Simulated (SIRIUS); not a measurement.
W2C: single point with PBE

Crystal: W2C.

```
W C
1.0
     3.07005    0.00000    0.00000
    -1.53502    2.65874    0.00000
     0.00000    0.00000    4.67843
W C
2 1
Direct
  0.66667 0.33333 0.25367
  0.33333 0.66667 0.74633
  0.00000 0.00000 0.00000
```

The cell comes from a database or a generator and needn't be the stable form of this composition.

| Quantity | Value |
| --- | --- |
| Program | SIRIUS 7.12.0 |
| Task | single point |
| Functional | PBE |
| Potentials or basis | all-electron FP-LAPW |
| Cutoff | 296 eV |
| Basis | apw+lo standard |
| k mesh | 10 × 10 × 6 |
| Occupations | fermi-dirac, width 0.05 eV |
| Spin | no spin polarisation |

* Band gap on the k mesh: none (metal or under the smearing width)
* All electrons inside the program's atomic spheres: W 71.78; C 4.37 (radii C 1.46, W 2.42 bohr)

Levels at points of the mesh, in eV from the Fermi level:
| k point | band 27 | band 28 | band 29 | band 30 | band 31 | band 32 | band 33 | band 34 |
| --- | --- | --- | --- | --- | --- | --- | --- | --- |
| (0.00, 0.00, 0.00) | -3.95 | -1.44 | -1.32 | -1.32 | -1.04 | -1.04 | 0.58 | 0.58 |
| (0.50, 0.00, 0.00) | -5.40 | -3.40 | -1.73 | 1.41 | 2.27 | 2.61 | 3.05 | 3.22 |
| (0.00, 0.00, 0.50) | -3.21 | -2.78 | -2.26 | -2.26 | 1.06 | 1.06 | 1.67 | 1.67 |
| (0.50, 0.00, 0.50) | -4.06 | -2.61 | -2.43 | -0.45 | 0.29 | 2.05 | 2.60 | 2.86 |

Run time: 3 min on 1 thread of AMD EPYC 9R45 96-Core Processor (Zen 5), on a shared host, peak memory 1.2 GiB.

Spin-orbit coupling is left out, which matters for the levels of W.
